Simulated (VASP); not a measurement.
# Au in VASP: notebook

Runs on Au. Level: PBE. Tasks: single point.

Program: VASP 6.6.1. These are calculated values, not measurements. Logs are shortened: lines on timing, memory, paths and dates and some standing lists are left out, and cuts for length are marked.

**1. Starting point**

The cell holds a sheet with vacuum, 1 atom: a = 2.662 Å, b = 2.662 Å, c = 23.800 Å, α = 90.00°, β = 90.00°, γ = 90.00°.

The cell was built by a generator and needn't be a form met in nature.

**2. Single point, PBE**

Input file INCAR:

```
SYSTEM = Au
PREC = Accurate ; ENCUT = 600
EDIFF = 1E-6 ; ISMEAR = -1
SIGMA = 0.05 ; LREAL = .FALSE.
LASPH = .TRUE. ; NELM = 60
ALGO = Normal ; ISIF = 2
LWAVE = .FALSE. ; LCHARG = .FALSE.
LDIPOL = .TRUE. ; IDIPOL = 3
DIPOL = 0.5 0.5 0.294 ; GGA = PE
```

Input file KPOINTS:

```
Automatic mesh
0
G
  10 10 1
  0 0 0
```

Input file POSCAR:

```
Au
1.0
    2.6622700000      0.0000000000      0.0000000000
    0.0000000000      2.6617000000      0.0000000000
    0.0000000000      0.0000000000     23.8000000000
Au
1
Direct
    0.0000000000      0.5000000000      0.2941200000
```

Potentials or basis: VASP PAW PBE potentials, release 64 (Au).

Launch:

```
$ cat potpaw_PBE.64/Au/POTCAR > POTCAR
$ mpirun -np 1 vasp_std > vasp.out
```

OUTCAR:

```text
SYSTEM = Au
   PREC = Accurate
   ENCUT = 600
   EDIFF = 1E-6
   ISMEAR = -1
   LREAL = .FALSE.
   LASPH = .TRUE.
   NELM = 60
   ISIF = 2
   GGA = PE

 ion  position               nearest neighbor table
   1  0.000  0.500  0.294-

  LATTYP: Found a simple orthorhombic cell.
 ALAT       =     2.6617000000
 B/A-ratio  =     1.0002141489
 C/A-ratio  =     8.9416538303

  Lattice vectors:

 A1 = (   0.0000000000,  -2.6617000000,   0.0000000000)
 A2 = (   2.6622700000,   0.0000000000,   0.0000000000)
 A3 = (   0.0000000000,   0.0000000000,  23.8000000000)

Analysis of symmetry for initial positions (statically):
=====================================================================
 Subroutine PRICEL returns:
 Original cell was already a primitive cell.

 Routine SETGRP: Setting up the symmetry group for a
 simple orthorhombic supercell.

 Subroutine GETGRP returns: Found  8 space group operations
 (whereof  4 operations were pure point group operations)
 out of a pool of  8 trial point group operations.

The static configuration has the point symmetry C_2v.
 The point group associated with its full space group is D_2h.

Analysis of symmetry for dynamics (positions and initial velocities):
=====================================================================
 Subroutine PRICEL returns:
 Original cell was already a primitive cell.

 Routine SETGRP: Setting up the symmetry group for a
 simple orthorhombic supercell.

 Subroutine GETGRP returns: Found  8 space group operations
 (whereof  4 operations were pure point group operations)
 out of a pool of  8 trial point group operations.

The dynamic configuration has the point symmetry C_2v.
 The point group associated with its full space group is D_2h.

 Subroutine INISYM returns: Found  8 space group operations
 (whereof  4 operations are pure point group operations),
 and found     1 'primitive' translations

----------------------------------------------------------------------------------------

                                     Primitive cell

  volume of cell :     168.6507

  direct lattice vectors                    reciprocal lattice vectors
     2.662270000  0.000000000  0.000000000     0.375619302  0.000000000  0.000000000
     0.000000000  2.661700000  0.000000000     0.000000000  0.375699741  0.000000000
     0.000000000  0.000000000 23.800000000     0.000000000  0.000000000  0.042016807

  length of vectors
     2.662270000  2.661700000 23.800000000     0.375619302  0.375699741  0.042016807

  position of ions in fractional coordinates (direct lattice)
     0.000000000  0.500000000  0.294120000

  ion indices of the primitive-cell ions
   primitive index   ion index
                 1           1

----------------------------------------------------------------------------------------

 KPOINTS: Automatic mesh

Automatic generation of k-mesh.
 Grid dimensions read from file:
 generate k-points for:   10   10    1

 Generating k-lattice:

  Cartesian coordinates                     Fractional coordinates (reciprocal lattice)
     0.037561930  0.000000000  0.000000000     0.100000000  0.000000000  0.000000000
     0.000000000  0.037569974  0.000000000     0.000000000  0.100000000  0.000000000
     0.000000000  0.000000000  0.042016807     0.000000000  0.000000000  1.000000000

  Length of vectors
     0.037561930  0.037569974  0.042016807

  Shift w.r.t. Gamma in fractional coordinates (k-lattice)
     0.000000000  0.000000000  0.000000000

 Subroutine IBZKPT returns following result:
 ===========================================

 Found     36 irreducible k-points:

 Following reciprocal coordinates:
            Coordinates               Weight
  0.000000  0.000000  0.000000      1.000000
  0.100000  0.000000  0.000000      2.000000
  0.200000  0.000000  0.000000      2.000000
  0.300000  0.000000  0.000000      2.000000
  0.400000  0.000000  0.000000      2.000000
  0.500000  0.000000  0.000000      1.000000
[... 16 lines left out ...]
  0.400000  0.300000  0.000000      4.000000
  0.500000  0.300000  0.000000      2.000000
 [... further k-points ...]
   k-points           NKPTS =     36   k-points in BZ     NKDIM =     36   number of bands    NBANDS=      9
   number of dos      NEDOS =    301   number of ions     NIONS =      1
   total plane-waves  NPLWV = 110592
   dimension x,y,z NGX =    24 NGY =   24 NGZ =  192
   dimension x,y,z NGXF=    48 NGYF=   48 NGZF=  384
   ions per type =               1
   NGX,Y,Z   is equivalent  to a cutoff of  14.99, 14.99, 13.41 a.u.
   NGXF,Y,Z  is equivalent  to a cutoff of  29.97, 29.98, 26.82 a.u.
 SYSTEM =  Au
   PREC   = accura    normal or accurate (medium, high low for compatibility)
   ISTART =      0    job   : 0-new  1-cont  2-samecut
   ICHARG =      2    charge: 1-file 2-atom 10-const
   ISPIN  =      1    spin polarized calculation?
   LNONCOLLINEAR =      F non collinear calculations
   LSORBIT =      F    spin-orbit coupling
   LASPH  =      T    aspherical Exc in radial PAW
   ENCUT  =  600.0 eV  44.10 Ry    6.64 a.u.   5.32  5.32 47.53*2*pi/ulx,y,z
   NELM   =     60;   NELMIN=  2; NELMDL= -5     # of ELM steps
   EDIFF  = 0.1E-05   stopping-criterion for ELM
   LREAL  =      F    real-space projection
   EDIFFG = 0.1E-04   stopping-criterion for IOM
   NSW    =      0    number of steps for IOM
   IBRION =     -1    ionic relax: 0-MD 1-quasi-New 2-CG
   NFREE  =      0    steps in history (QN), initial steepest desc. (CG)
   ISIF   =      2    stress and relaxation
   ISYM   =      2    0-nonsym 1-usesym 2-fastsym
   POTIM  = 0.5000    time-step for ionic-motion
   TEBEG  =    0.0;   TEEND  =   0.0 temperature during run
   PSTRESS=    0.0 pullay stress
   NELECT =      11.0000    total number of electrons
   NUPDOWN=      -1.0000    fix difference up-down
   EMIN   =  10.00;   EMAX   =-10.00  energy-range for DOS
   EFERMI =   0.00;   METHOD = LEGACY
   ISMEAR =    -1;   SIGMA  =   0.05  broadening in eV -4-tet -1-fermi 0-gaus
   EFERMI_NEDOS =   21; number of points for ismear=-14 and -15
   IALGO  =     38    algorithm
   IMIX   =      4    mixing-type and parameters
     AMIX     =   0.40;   BMIX     =  1.00
     AMIX_MAG =   1.60;   BMIX_MAG =  1.00
  volume/ion in A,a.u.               =     168.65      1138.11
  Fermi-wavevector in a.u.,A,eV,Ry     =   0.658986  1.245303  5.908505  0.434263
  Thomas-Fermi vector in A             =   1.730980
   LORBIT       =      0    0 simple, 1 ext, 2 COOP (PROOUT), +10 PAW based schemes
   GGA     = PE    functional components
   LHFCALC =     F    Hartree Fock is set to
   AEXX    =    0.0000 exact exchange contribution
   IVDW    =     0    specifies the selected vdW correction
   LEPSILON=     F    determine dielectric tensor
   LRPA    =     F    only Hartree local field effects (RPA)
 non-spin polarized calculation
  energy-cutoff  :      600.00
  volume of cell :      168.65
 maximum number of plane-waves:      5679
 NGX is ok and might be reduce to    24
   NGX = 11   NGY = 11   NGZ = 95

 number of electron      10.9999999 magnetization

 dipolmoment           0.000000      0.000000     -0.000009 electrons x Angstroem

 Free energy of the ion-electron system (eV)
  ---------------------------------------------------
  ext. energy  EPLUGINS =         0.00000000
  ---------------------------------------------------
  free energy    TOTEN  =        -2.63523384 eV

  energy without entropy =       -2.62991372  energy(sigma->0) =       -2.63257378

 E-fermi :  -4.3172     XC(G=0):  -1.9560

 val. band max:       -4.3632985058   @ k =   0.4000   0.5000   0.0000
 cond. band min:      -4.0234003627   @ k =   0.4000   0.1000   0.0000
 fundamental gap:      0.3398981431
 Fermi energy:        -4.3172322181

 k-point     1 :       0.0000    0.0000    0.0000
  band No.  band energies     occupation
      1     -10.7223      2.00000
      2      -9.7365      2.00000
      3      -6.9248      2.00000
      4      -5.6107      2.00000
      5      -5.6093      2.00000
      6      -4.9881      2.00000
      7      -2.4262      0.00000
      8       1.1726      0.00000
      9       1.5690      0.00000

 k-point     2 :       0.1000    0.0000    0.0000
  band No.  band energies     occupation
      1     -10.4533      2.00000
      2      -9.5330      2.00000
      3      -6.8495      2.00000
      4      -5.9945      2.00000
      5      -5.5873      2.00000
      6      -5.1670      2.00000
      7      -1.9911      0.00000
      8       1.3775      0.00000
      9       1.8218      0.00000

 k-point     3 :       0.2000    0.0000    0.0000
  band No.  band energies     occupation
      1      -9.9907      2.00000
      2      -8.6379      2.00000
      3      -6.7579      2.00000
      4      -6.6370      2.00000
      5      -5.6078      2.00000
      6      -5.5293      2.00000
      7      -1.0061      0.00000
      8       1.9914      0.00000
      9       2.4053      0.00000

 k-point     4 :       0.3000    0.0000    0.0000
  band No.  band energies     occupation
      1      -9.6636      2.00000
      2      -7.4788      2.00000
      3      -6.9757      2.00000
      4      -6.2555      2.00000
      5      -6.1066      2.00000
      6      -5.4567      2.00000
      7       0.2480      0.00000
      8       3.0143      0.00000
      9       3.4531      0.00000
[... 205 lines left out ...]
 k-point    22 :       0.3000    0.3000    0.0000
  band No.  band energies     occupation
      1      -8.2796      2.00000
      2      -7.2880      2.00000
      3      -6.9286      2.00000
      4      -6.7369      2.00000
      5      -6.3439      2.00000
      6      -4.4167      1.75947
      7       2.6428      0.00000
      8       4.8637      0.00000
      9       5.3470      0.00000

 k-point    23 :       0.4000    0.3000    0.0000
  band No.  band energies     occupation
      1      -8.6659      2.00000
      2      -7.6037      2.00000
      3      -6.9514      2.00000
      4      -6.4007      2.00000
      5      -5.7969      2.00000
      6      -2.3802      0.00000
      7       3.7087      0.00000
      8       4.0826      0.00000
      9       6.3133      0.00000

 k-point    24 :       0.5000    0.3000    0.0000
  band No.  band energies     occupation
      1      -8.8119      2.00000
      2      -7.7573      2.00000
      3      -6.9136      2.00000
      4      -6.3583      2.00000
      5      -5.5881      2.00000
      6       0.3557      0.00000
      7       0.6563      0.00000
      8       5.2243      0.00000
      9       6.9327      0.00000

 [... further k-points ...]

------------------------ aborting loop because EDIFF is reached ----------------------------------------

 vacuum level on the upper side and lower side of the slab       (xc-potential included)        -0.243        -0.254

  FORCE on cell =-STRESS in cart. coord.  units (eV):
  Direction    XX          YY          ZZ          XY          YZ          ZX
  --------------------------------------------------------------------------------------
  -------------------------------------------------------------------------------------
  Total        0.0286934      0.0370360     -0.0035931      0.0000000      0.0000000      0.0000000
  in kB        0.2725869      0.3518414     -0.0341348      0.0000000      0.0000000      0.0000000
  external PRESSURE =       0.1967645 kB  Pullay stress =       0.0000000 kB

 VOLUME and BASIS-vectors are now :
 -----------------------------------------------------------------------------
  energy-cutoff  :      600.00
  volume of cell :      168.65
      direct lattice vectors                 reciprocal lattice vectors
     2.662270000  0.000000000  0.000000000     0.375619302  0.000000000  0.000000000
     0.000000000  2.661700000  0.000000000     0.000000000  0.375699741  0.000000000
     0.000000000  0.000000000 23.800000000     0.000000000  0.000000000  0.042016807

 POSITION                                       TOTAL-FORCE (eV/Angst)
 -----------------------------------------------------------------------------------
      0.00000      1.33085      7.00006         0.000000      0.000000      0.000000
 -----------------------------------------------------------------------------------
    total drift:                                0.000000      0.000000     -0.000095

  FREE ENERGIE OF THE ION-ELECTRON SYSTEM (eV)
  ---------------------------------------------------
  free  energy   TOTEN  =        -2.6352338352 eV

  energy  without entropy=       -2.6299137218  energy(sigma->0) =       -2.63257378

 vacuum level on the upper side and lower side of the slab         1.271         1.271
```

Run time: 67 s. Hardware: 1 thread of Intel Xeon Platinum 8259CL at 2.50GHz (Skylake/Cascade Lake), shared host; peak memory 0.35 GiB.

Results:

* Free energy: -2.6352 eV
* Band gap on the k mesh: none (metal or under the smearing width)

**3. Single point, PBE**

INCAR is that of step 2.

KPOINTS is that of step 2.

POSCAR is that of step 2.

Potentials or basis: VASP PAW PBE potentials, release 64 (Au_sv_GW).

Launch:

```
$ cat potpaw_PBE.64/Au_sv_GW/POTCAR > POTCAR
$ mpirun -np 1 vasp_std > vasp.out
```

It took 2.5 min on 1 thread of Intel Xeon Platinum 8259CL at 2.50GHz (Skylake/Cascade Lake), shared host; peak memory 0.37 GiB.

The run converged. Its results:

* Free energy: -2.0299 eV
* Band gap on the k mesh: none (metal or under the smearing width)

Levels at points of the mesh, in eV from the Fermi level:
| k point | band 5 | band 6 | band 7 | band 8 | band 9 | band 10 | band 11 | band 12 | band 13 |
| --- | --- | --- | --- | --- | --- | --- | --- | --- | --- |
| (0.00, 0.00, 0.00) | -6.41 | -5.42 | -2.63 | -1.32 | -1.32 | -0.68 | 1.88 | 5.47 | 5.93 |
| (0.50, 0.00, 0.00) | -5.05 | -3.84 | -2.30 | -1.83 | -1.08 | 1.79 | 3.95 | 6.82 | 9.82 |
| (0.00, 0.50, 0.00) | -5.04 | -3.84 | -2.31 | -1.83 | -1.08 | 1.79 | 3.95 | 6.82 | 9.82 |
| (0.50, 0.50, 0.00) | -5.24 | -3.25 | -3.25 | -1.44 | 0.63 | 6.71 | 6.71 | 9.38 | 12.03 |

**4. Single point, PBE**

INCAR is that of step 3.

KPOINTS is that of step 3.

POSCAR is that of step 3.

Potentials or basis: VASP PAW PBE potentials, release 64 (Au_GW).

Launch:

```
$ cat potpaw_PBE.64/Au_GW/POTCAR > POTCAR
$ mpirun -np 1 vasp_std > vasp.out
```

Run time: 71 s. Hardware: 1 thread of Intel Xeon Platinum 8259CL at 2.50GHz (Skylake/Cascade Lake), shared host; peak memory 0.34 GiB.

The run converged. Its results:

| Quantity | Value |
| --- | --- |
| Free energy | -2.6378 eV |
| Band gap on the k mesh | none (metal or under the smearing width) |

Levels at points of the mesh, in eV from the Fermi level:
```csv
k point,band 2,band 3,band 4,band 5,band 6,band 7,band 8,band 9
"(0.00, 0.00, 0.00)",-5.42,-2.61,-1.29,-1.29,-0.67,1.89,5.51,5.81
"(0.50, 0.00, 0.00)",-3.82,-2.30,-1.80,-1.05,1.79,3.95,6.83,9.85
"(0.00, 0.50, 0.00)",-3.82,-2.30,-1.80,-1.06,1.79,3.96,6.84,9.85
"(0.50, 0.50, 0.00)",-3.22,-3.22,-1.41,0.63,6.70,6.70,9.38,12.04
```

**5. Single point, PBE**

INCAR is that of step 4.

KPOINTS is that of step 4.

POSCAR is that of step 4.

Potentials or basis: VASP PAW PBE potentials, release 54 (Au).

Launch:

```
$ cat potpaw_PBE.54/Au/POTCAR > POTCAR
$ mpirun -np 1 vasp_std > vasp.out
```

Run time: 67 s. Hardware: 1 thread of Intel Xeon Platinum 8259CL at 2.50GHz (Skylake/Cascade Lake), shared host; peak memory 0.35 GiB.

The run converged. Its results:

```yaml
Free_energy: -2.6352 eV
Band_gap_on_the_k_mesh: none (metal or under the smearing width)
```

Levels at points of the mesh, in eV from the Fermi level:
| k point | band 1 | band 2 | band 3 | band 4 | band 5 | band 6 | band 7 | band 8 | band 9 |
| --- | --- | --- | --- | --- | --- | --- | --- | --- | --- |
| (0.00, 0.00, 0.00) | -6.41 | -5.42 | -2.61 | -1.29 | -1.29 | -0.67 | 1.89 | 5.49 | 5.89 |
| (0.50, 0.00, 0.00) | -5.04 | -3.82 | -2.30 | -1.80 | -1.06 | 1.79 | 3.95 | 6.83 | 9.83 |
| (0.00, 0.50, 0.00) | -5.04 | -3.82 | -2.30 | -1.80 | -1.06 | 1.79 | 3.96 | 6.83 | 9.84 |
| (0.50, 0.50, 0.00) | -5.24 | -3.23 | -3.22 | -1.41 | 0.63 | 6.70 | 6.70 | 9.38 | 12.05 |

**6. Summary**

```csv
potentials or basis,gap on the mesh (eV)
"VASP PAW PBE potentials, release 64 (Au)",none
"VASP PAW PBE potentials, release 64 (Au_sv_GW)",none
"VASP PAW PBE potentials, release 64 (Au_GW)",none
"VASP PAW PBE potentials, release 54 (Au)",none
```

Alike in all rows: task single point; level PBE; no spin polarisation; cell as given; k mesh 10 × 10 × 1; cutoff (eV) 600; smearing fermi-dirac 0.05 eV.

Absolute energies hang on the potentials; compare differences alone.
